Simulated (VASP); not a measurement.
A run of VASP 6.6.1 is set up as follows.

The input INCAR:

```
PREC = Accurate
ENCUT = 520
EDIFF = 1E-8
ISMEAR = -1
SIGMA = 0.02
LREAL = F
LASPH = T
NELM = 100
ALGO = Fast
ISIF = 2
LWAVE = F
LCHARG = F
GGA = PE
LEFG = T
NBANDS = 64
```

Contents of KPOINTS:

```
Automatic mesh
0
Gamma
  4 4 4
```

Contents of POSCAR:

```
VBiO4
1.0
   -3.6515000000      3.6515000000      3.2920000000
    3.6515000000     -3.6515000000      3.2920000000
    3.6515000000      3.6515000000     -3.2920000000
V Bi O
2 2 8
Direct
    0.5000000000      0.5000000000      0.0000000000
    0.2500000000      0.7500000000      0.5000000000
    0.7500000000      0.2500000000      0.5000000000
    0.0000000000      0.0000000000      0.0000000000
    0.1550000000      0.3330000000      0.8220000000
    0.0830000000      0.7610000000      0.6780000000
    0.5110000000      0.3330000000      0.1780000000
    0.0830000000      0.4050000000      0.3220000000
    0.5950000000      0.9170000000      0.6780000000
    0.6670000000      0.8450000000      0.1780000000
    0.2390000000      0.9170000000      0.3220000000
    0.6670000000      0.4890000000      0.8220000000
```

Potentials or basis: VASP PAW PBE potentials, release 64 (V_sv, Bi_d, O).

Launch:

```console
$ cat potpaw_PBE.64/V_sv/POTCAR potpaw_PBE.64/Bi_d/POTCAR potpaw_PBE.64/O/POTCAR > POTCAR
$ mpirun -np 1 vasp_std > vasp.out
```

Question: What does it give for the band gap on the k mesh?

Answer: 2.95 eV, direct.

Question: Estimate the largest force.

Answer: 1.210 eV/Å.

Forces on the atoms (eV/Å):
```
V    0.000  0.000  0.000
V    0.000  0.000  0.000
Bi   0.000  0.000  0.000
Bi   0.000  0.000  0.000
O    0.000 -1.022 -0.648
O    1.022  0.000 -0.648
O    0.000  1.022 -0.648
O   -1.022  0.000 -0.648
O    0.000  1.022  0.648
O    1.022  0.000  0.648
O    0.000 -1.022  0.648
O   -1.022  0.000  0.648
```

Caveat: spin-orbit coupling is left out, which as a rule narrows the gap of such compounds by several tenths of an eV; forces of over 1 eV/Å show positions far from the minimum, so gaps and moduli don't describe the material at rest. As with any semilocal functional, this PBE gap is likely too small.
